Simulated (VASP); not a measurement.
Input of a VASP 6.6.1 run:

Contents of INCAR:

```
  ALGO = Normal
  EDIFF = 1E-6
  EDIFFG = -0.005
  ENCUT = 600
  GGA = PE
  IBRION = 2
  ISIF = 3
  ISMEAR = 0
  LASPH = T
  LCHARG = F
  LREAL = F
  LWAVE = F
  NELM = 100
  NSW = 100
  PREC = Accurate
  SIGMA = 0.1
```

KPOINTS

```
k-points
0
Gamma
  12 12 12
```

Contents of POSCAR:

```
InP
1.0
    0.0000000000      2.8550000000      2.8550000000
    2.8550000000      0.0000000000      2.8550000000
    2.8550000000      2.8550000000      0.0000000000
In P
1 1
Direct
    0.0000000000      0.0000000000      0.0000000000
    0.5000000000      0.5000000000      0.5000000000
```

Potentials or basis: VASP PAW PBE potentials, release 64 (In_d, P).

Run with:

```bash
$ cat potpaw_PBE.64/In_d/POTCAR potpaw_PBE.64/P/POTCAR > POTCAR
$ mpirun -np 1 vasp_std > vasp.out
```

(1) What does it give for the band gap on the k mesh?

(2) Estimate the relaxed cell.

## Answers

(1) none (metal or under the smearing width).

(2) a = 3.916 Å, b = 3.916 Å, c = 3.916 Å, α = 60.00°, β = 60.00°, γ = 60.00°.
